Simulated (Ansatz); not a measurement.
Bi:

```
Bi
1.0
     4.65841    0.00000    0.00000
     0.00000    4.52639    0.00000
    -0.34597    0.00000    6.51195
Bi
4
Direct
  0.25137 0.25000 0.74873
  0.74863 0.75000 0.25127
  0.24989 0.25000 0.24888
  0.75011 0.75000 0.75112
```

Base run:

* Program: Ansatz 0.2.0
* Functional: PBEsol
* Potentials or basis: Ansatz PAW
* Cutoff: 420 eV (not typed: the program's choice for these potentials)
* k mesh: 6 × 6 × 4
* Occupations: fermi-dirac, width 0.05 eV
* Spin: no spin polarisation

Its results: band gap on the k mesh none (metal or under the smearing width); pressure -1.4 GPa.

Question: The run is repeated on the same cell with these changes: spin from no spin polarisation to spin-orbit coupling, no magnetisation; potential files from those of the base run to others of the same set. What comes out?

Answer: Band gap on the k mesh none (metal or under the smearing width); pressure -0.2 GPa.

Caveats: the PAW data sets come from PBE, with cores solved anew for the run's functional, which leaves a small shift of forces and pressure; spin-orbit coupling is left out, which moves the levels of the heavy elements (some runs).
